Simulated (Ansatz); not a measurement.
A run of Ansatz 0.2.0 is set up as follows.

Contents of input.yaml:

```yaml
crystal:
  lattice:
    - [4.26, 0.0, 0.0]
    - [0.0, 4.26, 0.0]
    - [0.0, 0.0, 4.26]
  atoms:
    - { symbol: Cu, position: [0.75, 0.25, 0.75] }
    - { symbol: Cu, position: [0.75, 0.75, 0.25] }
    - { symbol: Cu, position: [0.25, 0.75, 0.75] }
    - { symbol: Cu, position: [0.25, 0.25, 0.25] }
    - { symbol: O, position: [0.5, 0.5, 0.5] }
    - { symbol: O, position: [0.0, 0.0, 0.0] }
hamiltonian:
  xc: pbe
  pseudopotentials: { kind: paw }
kpoints:
  mp_grid: { grid: [6, 6, 6] }
scf:
  occupations: { method: fermi_dirac, width: 0.05 }
output:
  forces: true
  stress: true
  eigenvalues: true
```

Potentials or basis: Ansatz PAW.

Run with:

```bash
$ ansatz run input.yaml --threads 2 --pin off --max-ram 5120MiB --backend cpu --events-out ev --progress --plain --runs-dir out
```

(1) Estimate the band gap on the k mesh.

(2) Estimate the pressure.

## Answers

(1) 0.53 eV, direct.

(2) 3.2 GPa.

Caveat: the pressure holds a Pulay correction of +0.4 GPa for the finite cutoff.

**Measured values to compare with.**

“Importance of surface oxygen vacancies for ultrafast hot carrier relaxation and transport in Cu2O”, 2021, arxiv:2103.03167 quotes, for a bulk crystal of Cu2O: band gap 2.17 eV (direct).

Measured gap of Cu2O: 2.17 eV (direct; quoted in “Importance of surface oxygen vacancies for ultrafast hot carrier relaxation and transport in Cu2O”, 2021, arxiv:2103.03167). This calculation gives 0.53 eV (-1.64 eV). So large a miss can be the level of theory's own, or it may mean another phase, state or a wrong row. The value is that of PBE on a finite k mesh, which can miss the band edges, without temperature or zero-point motion. Semilocal functionals fall short of measured gaps as a rule.
